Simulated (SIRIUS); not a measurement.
# ZnSe (Stilleite) under changes of volume

One of the cells (22.757 Å³/atom); the others are scaled copies at fixed shape and fractional positions:

```
Se Zn
1.0
     0.00000    2.83380    2.83380
     2.83380    0.00000    2.83380
     2.83380    2.83380    0.00000
Se Zn
1 1
Cartesian
  4.2507 4.2507 4.2507
  0.0000 0.0000 0.0000
```

```yaml
Program: SIRIUS 7.12.0
Functional: BLYP
Potentials_or_basis: all-electron FP-LAPW
Cutoff: 193 eV
Basis: apw+lo standard
k_mesh: 8 × 8 × 8
Occupations: fermi-dirac, width 0.05 eV
Spin: no spin polarisation
```

| volume (Å³/atom) | energy over the lowest point (meV/atom) | gap on the mesh (eV) |
| --- | --- | --- |
| 21.391 | 96.74 | 1.50 |
| 21.846 | 69.58 | 1.41 |
| 22.301 | 47.41 | 1.32 |
| 22.757 | 30.01 | 1.23 |
| 23.212 | ? | ? |
| 23.667 | 6.45 | 1.07 |
| 24.122 | 0.00 | 0.99 |

Task: What does the run at 23.212 Å³/atom give?

Result: Energy over the lowest point 16.19 meV/atom; gap on the mesh 1.15 eV.

Worked out: A Birch-Murnaghan fit of order 3 (a polynomial in V^(-2/3)) to the other rows has no minimum within the range. It gives 16.39 meV/atom at 23.212 Å³/atom, against the run's 16.19. A straight line through the other rows of the gap, of slope -4.24 eV per unit of ln V (its deformation potential), gives 1.15 eV, against the run's 1.15.

Energies are extrapolated to zero smearing.

Spin-orbit coupling on Se is left out.
